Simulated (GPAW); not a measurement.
Computed results, one entry a study.

### BeTe (F-43m): one start, several treatments of the self-energy

It takes space group F-43m (No. 216, cubic). The conventional cell has a = 5.540 Å, b = 5.540 Å, c = 5.540 Å, α = 90.00°, β = 90.00°, γ = 90.00°. Be has 4 Te at 2.40 Å nearest. Nearest to Te lie 4 Be at 2.40 Å. Farther neighbours and most contacts between anions are not listed.

```yaml
method: DFT, PBE, plane waves, PAW (and 1 further level or step)
program: GPAW 26.7.0
settings_of_one_run: cutoff 600 eV, GPAW PAW setups 1.2.1 data release, 6×6×6 k-mesh, nbands 233
cost: 3 runs, 9.4 min in all on 8 MPI ranks of Intel Xeon 6975P-C (Granite Rapids), shared host (the runs of this entry)
notes: The database entry behind the starting cell differs from later determinations by our own check (an axis about 1.5 % short against later determinations). The cell and positions come from the Crystallography Open Database and are kept as given unless a step says otherwise. Limits: no spin-orbit coupling. Bands and cutoff are finite, so the gap is not at the basis limit. The miss can reach some tenths of an eV and take either sign; the mesh is an error of its own.
g0w0_godby_needs_plasmon_pole: 2.581 eV
g0w0_with_ralda_vertex: 2.588 eV
known_limits: not at the basis limit; no spin-orbit coupling
```

G0W0 with rALDA vertex: +0.007 eV against G0W0, Godby-Needs plasmon pole, at other bands or cutoff, so not like for like. With the rALDA kernel as a vertex the gap is 2.49 eV (in the polarisability), 2.70 eV (in the self-energy) and 2.61 eV (in both), against 2.58 eV without.

[Paths, hosts, dates, memory and timing lines, banners, echoed tables and standing remarks are left out of the program output.]

[Logs are printed without paths, hosts, clocks, repeated set-up lines and the standing remarks that a program may print on its own settings, such as how far it seeks lower states.]

[Runs of the session that timed out or met a known fault of the program may be left out.]

[Hosts, paths, dates, database ids (printed as entryN), source tags and the programs' standing remarks are cut or masked in the printed files.]
